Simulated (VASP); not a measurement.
# Nb, equation of state: which settings are enough?

Nb, Fm-3m (no. 225), 1 atom in the cell. PBE; PAW potentials Nb_sv (PBE set). VASP 6.6.1.

Wanted: equilibrium volume within 0.5 %; bulk modulus within 2.5 %.

What the run is for: choice of potentials; Accuracy asked: standard; Volumes (times the given one): 0.91, 0.94, 0.97, 1, 1.03, 1.06, 1.09.

## Potentials and cutoff

| Potentials and cutoff | Equilibrium volume (Å³/atom) | Bulk modulus (GPa) | Time (s) |
|---|---|---|---|
| Nb_sv_GW, ENCUT 570 | 18.79 | 166.3 | 56 |
| Nb_sv, ENCUT 470 | 18.77 | 166.4 | 42 |
| Nb_pv, ENCUT 450 | 18.98 | 168.3 | 37 |

Chosen: Nb_sv, ENCUT 470; it saves 13.4 s of 56, so Nb_sv_GW, ENCUT 570 would do nearly as well.

## All choices together

| Input | Equilibrium volume (Å³/atom) | Bulk modulus (GPa) | Time (s) |
|---|---|---|---|
| chosen settings | 18.77 | 166.4 | 42 |
| reference settings throughout | 18.79 | 166.3 | 56 |

The tolerance is met.

## The input

INCAR:
```
  GGA = PE
  ISMEAR = 1
  SIGMA = 0.1
  LWAVE = False
  LCHARG = False
  ISIF = 2
  NSW = 0
  ENCUT = 470
  PREC = Accurate
  LASPH = True
  LREAL = False
  ALGO = Normal
  EDIFF = 1E-7
  NELM = 120
  GGA_COMPAT = False
```

KPOINTS:
```
k-points
0
Gamma
  13 13 13
```

POSCAR.step1:
```
Nb
1.0
    0.0000000000      2.0495452091      2.0495452091
    2.0495452091      0.0000000000      2.0495452091
    2.0495452091      2.0495452091      0.0000000000
Nb
1
Direct
    0.0000000000      0.0000000000      0.0000000000
```

POSCAR.step2:
```
Nb
1.0
    0.0000000000      2.0718246199      2.0718246199
    2.0718246199      0.0000000000      2.0718246199
    2.0718246199      2.0718246199      0.0000000000
Nb
1
Direct
    0.0000000000      0.0000000000      0.0000000000
```

POSCAR.step3:
```
Nb
1.0
    0.0000000000      2.0936349029      2.0936349029
    2.0936349029      0.0000000000      2.0936349029
    2.0936349029      2.0936349029      0.0000000000
Nb
1
Direct
    0.0000000000      0.0000000000      0.0000000000
```

POSCAR.step4:
```
Nb
1.0
    0.0000000000      2.1150000000      2.1150000000
    2.1150000000      0.0000000000      2.1150000000
    2.1150000000      2.1150000000      0.0000000000
Nb
1
Direct
    0.0000000000      0.0000000000      0.0000000000
```

POSCAR.step5:
```
Nb
1.0
    0.0000000000      2.1359419560      2.1359419560
    2.1359419560      0.0000000000      2.1359419560
    2.1359419560      2.1359419560      0.0000000000
Nb
1
Direct
    0.0000000000      0.0000000000      0.0000000000
```

POSCAR.step6:
```
Nb
1.0
    0.0000000000      2.1564811194      2.1564811194
    2.1564811194      0.0000000000      2.1564811194
    2.1564811194      2.1564811194      0.0000000000
Nb
1
Direct
    0.0000000000      0.0000000000      0.0000000000
```

POSCAR.step7:
```
Nb
1.0
    0.0000000000      2.1766363168      2.1766363168
    2.1766363168      0.0000000000      2.1766363168
    2.1766363168      2.1766363168      0.0000000000
Nb
1
Direct
    0.0000000000      0.0000000000      0.0000000000
```

Commands (each step's output is kept before the next begins):
```
cat potpaw_PBE.64/Nb_sv/POTCAR > POTCAR
cp POSCAR.step1 POSCAR
mpirun -np 1 vasp_std > vasp.out
cp POSCAR.step2 POSCAR
mpirun -np 1 vasp_std > vasp.out
cp POSCAR.step3 POSCAR
mpirun -np 1 vasp_std > vasp.out
cp POSCAR.step4 POSCAR
mpirun -np 1 vasp_std > vasp.out
cp POSCAR.step5 POSCAR
mpirun -np 1 vasp_std > vasp.out
cp POSCAR.step6 POSCAR
mpirun -np 1 vasp_std > vasp.out
cp POSCAR.step7 POSCAR
mpirun -np 1 vasp_std > vasp.out
```

Limits: Total energies under different potentials can't be compared; the cell and the gap can.

The chosen input took VASP 6.6.1 42 s on 1 core (Intel Xeon Platinum 8481C @ 2.70GHz (Sapphire Rapids)), a shared host.
